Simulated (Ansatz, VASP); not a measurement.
## Cross-check of CdTe between VASP and Ansatz

One calculation is typed for both programs; each brings its own data sets and cutoff. How far apart do they land?

Program: Ansatz 0.2.0. Level of theory: plane waves, with VASP 6.6.1 beside it; single point at PBE. Results are calculated unless marked as measured.

The database entry behind the starting cell differs from later determinations by our own check (an axis about 1.1 % short against later determinations), so it need not match the best structure at ambient conditions.

## Step 1: Starting point

The structure is cubic, space group F-43m (No. 216). Conventional cell: a = 6.410 Å, b = 6.410 Å, c = 6.410 Å, α = 90.00°, β = 90.00°, γ = 90.00°. Te has 4 Cd at 2.78 Å nearest. Cd has 4 Te at 2.78 Å nearest. Farther neighbours and most contacts between anions are not listed.

## Step 2: Ansatz: single point, PBE

Ansatz runs on its default PAW (the set named soft_2) files.

With cell and atoms fixed, the geometry can't cause a difference; cores, projectors, grids and the points listed under the comparison can.

input.yaml reads:

```yaml
crystal:
  lattice:
    - [0.0, 3.205, 3.205]
    - [3.205, 0.0, 3.205]
    - [3.205, 3.205, 0.0]
  atoms:
    - { symbol: Te, position: [0.75, 0.75, 0.75] }
    - { symbol: Cd, position: [0.0, 0.0, 0.0] }
hamiltonian:
  xc: pbe
  pseudopotentials: { kind: paw }
kpoints:
  mp_grid: { grid: [6, 6, 6] }
scf:
  occupations: { method: gaussian, width: 0.01 }
  n_extra_bands: 4
output:
  forces: true
  stress: true
  eigenvalues: true
```

Command:

```sh
$ ansatz run input.yaml --threads 2 --pin off --max-ram 4608MiB --backend cpu --events-out ev --progress --plain --runs-dir out
```

Numbers of over 12 decimals in the logs are rounded to 6 here.

The program printed:

```text
scf.n_extra_bands = 4 over 18 filled bands (N_el = 36.0): the run solves 22 bands
Engine: ansatz 0.2.0, aarch64-unknown-linux-gnu
Pseudopotentials: kind: paw
Pseudopotential: Te, paw, valence charge 16, recommended cutoff 420 eV (normal), Te.paw.azcp
Pseudopotential: Cd, paw, valence charge 20, recommended cutoff 420 eV (normal), Cd.paw.azcp
Functional definition: PBE
  parameter kappa = 0.804
  parameter beta = 0.066725
  exchange = pbe_x(kappa = kappa, mu = beta*pi^2/3)
  correlation = pbe_c(beta = beta)
Crystal: 2 atoms, lattice volume = 65.844 Å³
Basis set: ecut = 420 eV, 1243 PW (Γ), exchange–correlation on 64×64×64 points (8 copies of the dense FFT grid, shifted against one another)
Bands: 22, of which v1, the nominal top of the filled ones, is band 18 counted from 1 (17 counted from 0)
Symmetry: 24 space group operations
Space group: F-43m (ITA 216), of the structure as read, at distance tolerance 4.0e-5 Å
k-points: 16 of 216 (time reversal used)
Non-local potential: Te, projectors of the file, l = 0: 2, l = 1: 2, l = 2: 2, l = 3: 2
Non-local potential: Cd, projectors of the file, l = 0: 3, l = 1: 2, l = 2: 2, l = 3: 1
PAW form: soft (Blöchl's): semilocal exchange-correlation on the pseudo side does not see the compensation charge
PAW one-centre angular grid: Te, 590 points (default); XC on 64 Gauss nodes
PAW one-centre angular grid: Cd, 590 points (default); XC on 64 Gauss nodes
Initial density: superposition of atomic densities (neutral atoms: chi_scale 0, normalization atom), corrected by the library's trained network
Initial wavefunctions: pseudopotential atomic-orbital guess
Functional: x = pbe(κ = 0.804, μ = 0.219515), c = pbe(β = 0.066725)
SCF iter   1: F=—  HF=-15235.253584 eV  |F-HF|=—  |Δ(HF+E_count)|=         —  Δρ=1.29e-3  dr2=2.64e-3  ethr=1.77e-3  ⟨swp⟩=6.4  Hψ=1693  notcnv=0
preconditioner: auto → none  [insulator: Δε(μ)=0.855 eV  Ē_g=11.556 eV  σ=0.010 eV  W_gap=1.00  n_scr=14 (ndim 8)  ℏωp=19.4 eV  f_vac=0.179  D(μ)=0.00/eV (n_scr^D=0)  ε∞_Penn≈3.8]
SCF iter   2: F=—  HF=-15235.253014 eV  |F-HF|=—  |Δ(HF+E_count)|=   5.70e-4  Δρ=5.11e-4  dr2=1.80e-4  ethr=7.32e-6  ⟨swp⟩=3.0  Hψ=754  notcnv=0
SCF iter   3: F=—  HF=-15235.253060 eV  |F-HF|=—  |Δ(HF+E_count)|=   4.56e-5  Δρ=1.96e-4  dr2=2.64e-5  ethr=4.99e-7  ⟨swp⟩=2.7  Hψ=691  notcnv=0
SCF iter   4: F=—  HF=-15235.253086 eV  |F-HF|=—  |Δ(HF+E_count)|=   2.62e-5  Δρ=6.44e-5  dr2=2.57e-6  ethr=7.34e-8  ⟨swp⟩=2.0  Hψ=540  notcnv=0
SCF iter   5: F=—  HF=-15235.253094 eV  |F-HF|=—  |Δ(HF+E_count)|=   8.40e-6  Δρ=1.50e-5  dr2=1.01e-7  ethr=7.14e-9  ⟨swp⟩=2.0  Hψ=500  notcnv=0
SCF iter   6: F=-15235.253095 eV  HF=-15235.253095 eV  |F-HF|=1.33e-9  |Δ(HF+E_count)|=   4.50e-7  Δρ=1.96e-6  dr2=1.42e-9  ethr=2.78e-10  ⟨swp⟩=6.4  Hψ=1466  notcnv=0
SCF 1 converged in 6 iterations: F = -15235.253095 eV  dr2 = 1.42e-9
  greatest PAW one-centre occupation: 1.000 electrons in one spin orbital (limit 2), on the Cd atom at site 1 (counted from 0), in its partial waves of l = 0
SCF converged after 6 iterations
Free energy (F): -15235.253095 eV
Harris-Foulkes:  -15235.253095 eV  (|F-HF|=1.33e-9)
Internal energy: -15235.253095 eV  (E = F + TS)
E sigma→0 (E₀):  -15235.253095 eV
Fermi energy:    8.377541 eV
--- Per-component energies (eV) ---
  E_band       = -775.927682
  E_kinetic    = 686.494301
  E_local      = -5346.941694  (includes V_loc(G=0)·N_el)
  E_nonlocal   = -276.785507
  E_hartree    = 2704.081608
  E_xc         = -301.590081
  E_vxc        = -326.552708  (∫ρ·V_xc dr)
  E_paw        = -8745.766215  (= ΣΔE_a)
  E_vpaw       = -920.306990  (= ΣTr[D̂ρ^β])
  E_aug_tail   = -0.000205  (compensation charges beyond the density's cutoff)
  E_ewald      = -3954.745301
  E_smearing   = -0.000000  (= −TS)
  E_closure    = -0.000000  (closes the sum)
  Σ components = -15235.253095   (vs F -15235.253095, Δ=0.00e0)
--- Forces (eV/Å), atoms counted from 1 ---
  atom   1  Te     0.00000000    -0.00000000     0.00000000
  atom   2  Cd    -0.00000000     0.00000000    -0.00000000
  max |Σ_I F_I| component: 1.23e-16 eV/Å
--- Stress (GPa, compression-positive) ---
        4.258639       0.000000      -0.000000
       -0.000000       4.258639       0.000000
       -0.000000       0.000000       4.258639
  P = ⅓ Tr σ = 4.2586 GPa (42.586 kbar)
--- Band table (eV; the first three rows and the last of 16) ---
  k-point 0: bands = [... 14 lower, -0.1716, 7.9416, 7.9416, 7.9416, 8.8134, 12.5353, 12.5353, 12.5353]
  k-point 1: bands = [... 14 lower, -0.1731, 6.1646, 7.6980, 7.6980, 9.8808, 12.6892, 12.8887, 12.8887]
  k-point 2: bands = [... 14 lower, -0.0716, 4.2320, 7.2931, 7.2931, 9.9142, 13.1775, 13.1775, 14.2889]
  k-point 15: bands = [... 14 lower, 0.4284, 3.5674, 5.6038, 5.6889, 11.7065, 11.7149, 14.7007, 14.9854]
```

It took 2.1 s on 2 threads of Arm Neoverse N1, shared host; peak memory 0.33 GiB; 3.8 s of CPU time.

Reading the cycles: dr2 is the Hartree energy of the density residual (eV), the measure of convergence; HF is the Harris–Foulkes estimate of the energy, which meets the free energy F at convergence.

The run ends at a pressure of 4.26 GPa.

## Step 3: VASP: single point, PBE

The same cell, functional, mesh and smearing now go to VASP, with its own data sets and cutoff.

Lines of VASP's logs that name or quote its potential files are left out, and so is its time.

INCAR reads:

```
SYSTEM = CdTe
PREC = Accurate
ENCUT = 400
EDIFF = 1E-07
NELM = 100
ISMEAR = 0
SIGMA = 0.01
LREAL = .FALSE.
ALGO = Normal
GGA = PE
NBANDS = 15
LORBIT = 11
LWAVE = .FALSE.
LCHARG = .FALSE.
KPAR = 2
```

POSCAR reads:

```
CdTe
1.0
    0.0000000000      3.2050000000      3.2050000000
    3.2050000000      0.0000000000      3.2050000000
    3.2050000000      3.2050000000      0.0000000000
Te Cd
1 1
Direct
    0.7500000000      0.7500000000      0.7500000000
    0.0000000000      0.0000000000      0.0000000000
```

KPOINTS reads:

```
Automatic mesh
0
Gamma
6 6 6
0 0 0
```

The projector-augmented-wave data sets are Te and Cd (PBE family, release 64).

Command:

```sh
$ mpirun -np 2 vasp_std
```

The program printed:

```text
[banner, memory and clock lines left out]
running    2 mpi-ranks, on    1 nodes
 distrk:  each k-point on    1 cores,    2 groups
 distr:  one band on    1 cores,    1 groups

 POSCAR found type information on POSCAR TeCd
 POSCAR found :  2 types and       2 ions
 LDA part: xc-table for (Slater+PW92), standard interpolation
 POSCAR, INCAR and KPOINTS ok, starting setup
 FFT: planning ... GRIDC
 FFT: planning ... GRID_SOFT
 FFT: planning ... GRID
 WAVECAR not read
 entering main loop
       N       E                     dE             d eps       ncg     rms          rms(c)
DAV:   1     0.824799002467E+02    0.82480E+02   -0.72819E+03   504   0.838E+02
DAV:   2    -0.208198712102E+01   -0.84562E+02   -0.81726E+02   564   0.229E+02
DAV:   3    -0.492020702150E+01   -0.28382E+01   -0.28338E+01   578   0.424E+01
DAV:   4    -0.494924338736E+01   -0.29036E-01   -0.29035E-01   713   0.365E+00
DAV:   5    -0.494930355513E+01   -0.60168E-04   -0.60167E-04   620   0.155E-01    0.605E+00
DAV:   6    -0.473347241747E+01    0.21583E+00   -0.38699E-01   536   0.799E+00    0.488E+00
DAV:   7    -0.471699347606E+01    0.16479E-01   -0.11851E-01   557   0.234E+00    0.179E+00
DAV:   8    -0.471773549460E+01   -0.74202E-03   -0.11592E-02   529   0.131E+00    0.523E-01
DAV:   9    -0.471804414719E+01   -0.30865E-03   -0.94437E-04   564   0.340E-01    0.128E-01
DAV:  10    -0.471810751426E+01   -0.63367E-04   -0.11886E-04   592   0.105E-01    0.562E-02
DAV:  11    -0.471814610190E+01   -0.38588E-04   -0.73011E-05   523   0.610E-02    0.332E-02
DAV:  12    -0.471814503697E+01    0.10649E-05   -0.30715E-06   635   0.170E-02    0.194E-02
DAV:  13    -0.471814477417E+01    0.26280E-06   -0.17104E-06   536   0.723E-03    0.343E-03
DAV:  14    -0.471814505548E+01   -0.28131E-06   -0.61316E-07   529   0.451E-03    0.608E-03
DAV:  15    -0.471814518601E+01   -0.13053E-06   -0.16664E-08   436   0.121E-03    0.296E-03
DAV:  16    -0.471814525128E+01   -0.65271E-07   -0.34741E-08   317   0.102E-03
   1 F= -.47181453E+01 E0= -.47181453E+01  d E =-.131436E-48
```

From OUTCAR (step 3):

```text
ion  position               nearest neighbor table
   1  0.750  0.750  0.750-   2 2.78   2 2.78   2 2.78   2 2.78
   2  0.000  0.000  0.000-   1 2.78   1 2.78   1 2.78   1 2.78

  LATTYP: Found a face centered cubic cell.
 ALAT       =     6.4100000000

 Subroutine GETGRP returns: Found 24 space group operations
 (whereof 24 operations were pure point group operations)

The static configuration has the point symmetry T_d .

 Found     16 irreducible k-points:

   k-points           NKPTS =     16   k-points in BZ     NKDIM =     16   number of bands    NBANDS=     15

   dimension x,y,z NGX =    30 NGY =   30 NGZ =   30
   dimension x,y,z NGXF=    60 NGYF=   60 NGZF=   60

   ENCUT  =  400.0 eV  29.40 Ry    5.42 a.u.   7.39  7.39  7.39*2*pi/ulx,y,z

   NELECT =      18.0000    total number of electrons

 k-points in reciprocal lattice and weights: Automatic mesh
   0.00000000  0.00000000  0.00000000       0.005
   0.16666667  0.00000000  0.00000000       0.037
   0.33333333  0.00000000  0.00000000       0.037
   0.50000000  0.00000000  0.00000000       0.019
   0.16666667  0.16666667  0.00000000       0.028
   0.33333333  0.16666667  0.00000000       0.111
   0.50000000  0.16666667  0.00000000       0.111
  -0.33333333  0.16666667  0.00000000       0.111
  -0.16666667  0.16666667  0.00000000       0.056
[...]
-0.33333333  0.33333333  0.16666667       0.111
  -0.33333333  0.50000000  0.16666667       0.056

 average (electrostatic) potential at core
       1 -91.1076       2 -38.8407

 E-fermi :   2.7604

 k-point     1 :       0.0000    0.0000    0.0000
  band No.  band energies     occupation
    ...
      5      -5.4655      2.00000
      6      -5.4655      2.00000
      7       2.6588      2.00000
      8       2.6588      2.00000
      9       2.6588      2.00000
     10       3.5287      0.00000
     11       7.2320      0.00000
     12       7.2320      0.00000
     13       7.2320      0.00000
     14      10.1629      0.00000
    ...

 k-point     2 :       0.1667    0.0000    0.0000
  band No.  band energies     occupation
    ...
      5      -5.4664      2.00000
      6      -5.4664      2.00000
      7       0.8756      2.00000
      8       2.4143      2.00000
      9       2.4143      2.00000
     10       4.5964      0.00000
     11       7.4017      0.00000
     12       7.5854      0.00000
     13       7.5854      0.00000
     14      11.1383      0.00000
    ...

 k-point     3 :       0.3333    0.0000    0.0000
  band No.  band energies     occupation
    ...
      5      -5.4616      2.00000
      6      -5.3636      2.00000
      7      -1.0601      2.00000
      8       2.0084      2.00000
      9       2.0084      2.00000
     10       4.6244      0.00000
     11       7.8713      0.00000
     12       7.8713      0.00000
     13       9.0203      0.00000
     14      10.7409      0.00000
    ...

  Total        1.6842894      1.6842894      1.6842894      0.0000000     -0.0000000      0.0000000
  in kB       40.9838929     40.9838929     40.9838929      0.0000000     -0.0000000      0.0000000
  external PRESSURE =      40.9838929 kB  Pullay stress =       0.0000000 kB

  energy-cutoff  :      400.00
  volume of cell :       65.84
      direct lattice vectors                 reciprocal lattice vectors
     0.000000000  3.205000000  3.205000000    -0.156006240  0.156006240  0.156006240
     3.205000000  0.000000000  3.205000000     0.156006240 -0.156006240  0.156006240
     3.205000000  3.205000000  0.000000000     0.156006240  0.156006240 -0.156006240

 POSITION                                       TOTAL-FORCE (eV/Angst)
 -----------------------------------------------------------------------------------
      4.80750      4.80750      4.80750        -0.000000     -0.000000     -0.000000
      0.00000      0.00000      0.00000         0.000000      0.000000      0.000000
 -----------------------------------------------------------------------------------
    total drift:                                0.000001      0.000001      0.000001

  FREE ENERGIE OF THE ION-ELECTRON SYSTEM (eV)
  ---------------------------------------------------
  free  energy   TOTEN  =        -4.7181452513 eV

  energy  without entropy=       -4.7181452513  energy(sigma->0) =       -4.71814525

 total charge
# of ion       s       p       d       tot
------------------------------------------
    1        1.348   2.080   0.023   3.452
    2        0.476   0.338   9.527  10.340
--------------------------------------------------
tot          1.824   2.418   9.550  13.792

[... 3 further parts left out ...]
```

The run ends at a pressure of 4.10 GPa.

## Step 4: Side by side

Known differences besides the potentials themselves: the data sets hold 36 valence electrons in Ansatz (default PAW (the set named soft_2) files) and 18 in VASP; the cutoff is 420 eV in Ansatz and 400 eV in VASP; VASP leaves aspherical gradient terms in its spheres out (LASPH is not set), Ansatz keeps them. Total energies have different zeros and are not compared.

Both answers:

```tsv
quantity	Ansatz	VASP	difference
pressure (GPa)	4.26	4.10	+0.16
gap on the k mesh (eV)	0.872	0.870	+0.002
```

A gap on the mesh is an upper bound, since the band edges may lie between its points. Ansatz's pressure holds a Pulay correction of 0.04 GPa; VASP's holds none.

## Step 5: What came out

```json
{
 "difference in gap on the k mesh (single point, PBE)": "0.0019 eV"
}
```

**Reading.** The difference in gap on the k mesh is 0.0019 eV (single point, PBE), within the 0.08 eV picked in this series as the mark of a large difference. Such differences can come from data sets, numerical settings and the points named under the comparisons, not from the functional's error against experiment.

[Lines on the potential files, build, host, timing and source positions are cut from VASP's logs without a mark.]

[Logs are printed without paths, hosts, clocks, repeated set-up lines and the standing remarks that a program may print on its own settings, such as how far it seeks lower states.]

[Hosts, paths, dates, database ids (printed as entryN), source tags and the programs' standing remarks are cut or masked in the printed files.]
